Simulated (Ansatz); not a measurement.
Input for Ansatz (plane-wave DFT, PAW):

```yaml
crystal:
  lattice:
    - [2.8930835341, 0.0, 0.0]
    - [0.0, 2.8930835341, 0.0]
    - [0.0, 0.0, 17.3585012043]
  atoms:
    - { symbol: Al, position: [0.0, 0.0, 0.0] }
    - { symbol: Ni, position: [0.5, 0.5, 0.0833333333] }
    - { symbol: Al, position: [0.0, 0.0, 0.1666666667] }
    - { symbol: Ni, position: [0.5, 0.5, 0.25] }
    - { symbol: Al, position: [0.0, 0.0, 0.3333333333] }
    - { symbol: Ni, position: [0.5, 0.5, 0.4166666667] }
    - { symbol: Ni, position: [0.0, 0.0, 0.5] }
    - { symbol: Al, position: [0.5, 0.5, 0.5833333333] }
    - { symbol: Ni, position: [0.0, 0.0, 0.6666666667] }
    - { symbol: Al, position: [0.5, 0.5, 0.75] }
    - { symbol: Ni, position: [0.0, 0.0, 0.8333333333] }
    - { symbol: Al, position: [0.5, 0.5, 0.9166666667] }
basis:
  ecutwfc: 420
kpoints:
  mp_grid: { grid: [12, 12, 2] }
hamiltonian:
  xc: pbe
scf:
  occupations: { method: gaussian, width: 0.1 }
output:
  forces: true
  stress: true
  eigenvalues: true
  populations: true
  write_density: true
  write_potential: true
  elf: true
  volumetric_format: npy
relax:
  adjacent_minimum: "off"
  f_tol: 0.02
  max_steps: 45
  cell: { fix: [a, b, alpha, beta, gamma], stress_tol: 0.1 }
```

Launched with
```bash
ansatz run input.yaml --threads 4 --pin off --max-ram 12288MiB --backend cpu --events-out ev --progress --plain --runs-dir out
```

Method: Ansatz, DFT PBE, scalar-relativistic, plane waves, PAW.

Abridged output (final results; tables in files aren't shown):

```
SCF 6 converged in 7 iterations: F = -38269.823385 eV  dr2 = 1.80e-10
SCF converged after 7 iterations
Free energy (F): -38269.823385 eV
Harris-Foulkes:  -38269.823385 eV  (|F-HF|=1.75e-10)
Internal energy: -38269.798778 eV  (E = F + TS)
E sigma→0 (E₀):  -38269.811081 eV
Entropy (-TS):   -0.024607 eV (-2.051 meV/atom)
Fermi energy:    13.555653 eV
--- Per-component energies (eV) ---
  E_band       = -2061.783598
  E_kinetic    = 1860.543203
  E_local      = -34546.438250  (includes V_loc(G=0)·N_el)
  E_nonlocal   = 3888.299717
  E_hartree    = 15393.507333
  E_xc         = -755.022888
  E_vxc        = -840.230729  (∫ρ·V_xc dr)
  E_paw        = -12602.585850  (= ΣΔE_a)
  E_vpaw       = -3210.974217  (= ΣTr[D̂ρ^β])
  E_aug_tail   = 0.002960  (compensation charges beyond the density's cutoff)
  E_ewald      = -11508.105003
  E_smearing   = -0.024607  (= −TS)
--- Forces (eV/Å), atoms counted from 1 ---
  atom   1  Al     0.00000000     0.00000000    -0.00323439
  atom   2  Ni     0.00000000     0.00000000    -0.00836785
  atom   3  Al     0.00000000     0.00000000     0.00841903
  atom   4  Ni     0.00000000     0.00000000     0.01175771
  atom   5  Al     0.00000000     0.00000000    -0.00818552
  atom   6  Ni     0.00000000     0.00000000     0.00632293
  atom   7  Ni     0.00000000     0.00000000    -0.00632293
  atom   8  Al     0.00000000     0.00000000     0.00818552
  atom   9  Ni     0.00000000     0.00000000    -0.01175771
  atom  10  Al     0.00000000     0.00000000    -0.00841903
  atom  11  Ni     0.00000000     0.00000000     0.00836785
  atom  12  Al     0.00000000     0.00000000     0.00323439
--- Stress (GPa, compression-positive) ---
        0.553121       0.000000       0.000000
        0.000000       0.553121       0.000000
        0.000000       0.000000       0.008457
  P = ⅓ Tr σ = 0.3716 GPa (3.716 kbar)
--- Band table (eV; the first three rows and the last of 56) ---
  k-point 0: bands = ["-89.9038", "-89.9038", "-89.7611", "-89.7611", "-89.3880", "-89.3699", "-50.3193", "-50.3193", "-50.3193", "-50.3193", "-50.2941", "-50.2940", "-50.1772", "-50.1772", "-50.1603", "-50.1603", "-50.1603", "-50.1603", "-49.8316", "-49.7983", "-49.7983", "-49.7761", "-49.7467", "-49.7467", "2.3426", "2.9083", "3.1405", "4.3206", "4.5889", "6.5099", "6.8975", "9.0565", "9.2578", "10.2518", "10.2909", "10.3475", "10.3884", "10.3905", "10.4578", "10.6326", "10.6967", "11.3570", "11.3570", "11.3847", "11.3847", "11.6056", "11.6056", "11.7205", "11.7205", "11.7894", "11.8840", "11.8846", "11.9242", "11.9242", "12.0425", "12.0710", "12.0968", "12.5049", "12.5049", "12.7483", "12 ...
  k-point 1: bands = ["-89.9038", "-89.9038", "-89.7611", "-89.7611", "-89.3880", "-89.3699", "-50.3193", "-50.3193", "-50.3193", "-50.3193", "-50.2941", "-50.2940", "-50.1772", "-50.1772", "-50.1603", "-50.1603", "-50.1603", "-50.1603", "-49.8316", "-49.7983", "-49.7983", "-49.7761", "-49.7467", "-49.7467", "2.3598", "2.7723", "3.4554", "3.8036", "5.2390", "5.7514", "7.7038", "8.2952", "9.6789", "10.2958", "10.2962", "10.2971", "10.3342", "10.3982", "10.4724", "10.6291", "10.6988", "11.3681", "11.3681", "11.3715", "11.3715", "11.6144", "11.6144", "11.7118", "11.7118", "11.7894", "11.8840", "11.8846", "11.9265", "11.9265", "12.0425", "12.0710", "12.0968", "12.5048", "12.5048", "12.7290", "12 ...
  k-point 2: bands = ["-89.9037", "-89.9037", "-89.7610", "-89.7610", "-89.3876", "-89.3701", "-50.3208", "-50.3208", "-50.3192", "-50.3192", "-50.2939", "-50.2939", "-50.1771", "-50.1771", "-50.1618", "-50.1618", "-50.1602", "-50.1602", "-49.8315", "-49.8023", "-49.7973", "-49.7735", "-49.7480", "-49.7475", "2.4678", "3.0335", "3.2646", "4.4400", "4.7052", "6.6091", "7.0176", "9.1294", "9.3164", "10.2807", "10.3038", "10.3515", "10.3989", "10.4181", "10.4824", "10.6426", "10.7117", "11.3248", "11.3322", "11.3674", "11.3935", "11.5644", "11.6006", "11.6103", "11.7165", "11.8173", "11.8320", "11.8330", "11.8886", "11.9210", "11.9707", "12.0222", "12.0409", "12.4745", "12.5753", "12.7737", "12 ...
  k-point 55: bands = ["-89.9012", "-89.9012", "-89.7585", "-89.7585", "-89.3763", "-89.3763", "-50.3389", "-50.3389", "-50.3389", "-50.3389", "-50.2904", "-50.2904", "-50.1798", "-50.1798", "-50.1798", "-50.1798", "-50.1736", "-50.1736", "-49.8266", "-49.8266", "-49.8004", "-49.8004", "-49.7571", "-49.7571", "8.3776", "8.3776", "8.9125", "8.9125", "9.4933", "9.4933", "9.5736", "9.5736", "9.6189", "9.6189", "9.8173", "9.8173", "10.0893", "10.0893", "10.3321", "10.3321", "10.5189", "10.5189", "10.8783", "10.8783", "11.4250", "11.4250", "11.4309", "11.4309", "11.9767", "11.9767", "12.3879", "12.3879", "12.5560", "12.5560", "12.5873", "12.5873", "12.9345", "12.9345", "12.9558", "12.9558", "13.3 ...
--- Relaxed structure (5 steps of the walk, 5 accepted, 1 SCFs on fresh bases) ---
  F+E_penalty+E_count = -38269.82338454 eV   max|allowed force component| = 1.176e-2 eV/Å   (the final SCF, on the basis selected at the relaxed cell)
  cell:  # Å, volume = 147.7977 Å³
    - [2.8930835341, 0.0, 0.0]
    - [0.0, 2.8930835341, 0.0]
    - [0.0, 0.0, 17.65817148]
  atoms:
    - { symbol: Al, position: [0.0, 0.0, 0.01409857] }
    - { symbol: Ni, position: [0.5, 0.5, 0.09285511] }
    - { symbol: Al, position: [0.0, 0.0, 0.17679777] }
    - { symbol: Ni, position: [0.5, 0.5, 0.25729249] }
    - { symbol: Al, position: [0.0, 0.0, 0.34188521] }
    - { symbol: Ni, position: [0.5, 0.5, 0.41627734] }
    - { symbol: Ni, position: [0.0, 0.0, 0.50038932] }
    - { symbol: Al, position: [0.5, 0.5, 0.57478144] }
    - { symbol: Ni, position: [0.0, 0.0, 0.65937417] }
    - { symbol: Al, position: [0.5, 0.5, 0.73986888] }
    - { symbol: Ni, position: [0.0, 0.0, 0.82381155] }
    - { symbol: Al, position: [0.5, 0.5, 0.90256809] }
--- Löwdin populations: 12 sites ---
  site symbol q [e]
     0     Al      3.1438
     1     Ni     17.5067
     2     Al      3.3059
     3     Ni     17.5161
     4     Al      3.3789
     5     Ni     17.5950
     6     Ni     17.5950
     7     Al      3.3789
     8     Ni     17.5161
     9     Al      3.3059
    10     Ni     17.5067
    11     Al      3.1438
  spilling = 0.008787 (of n_electrons = 126.000000)
```

The relaxation met its thresholds.

The run took 43 s on 4 threads of Intel(R) Xeon(R) 6975P-C (Granite Rapids), on a shared host, peak memory 0.93 GiB.

Spin polarisation was left out, and a magnetic state may lie lower.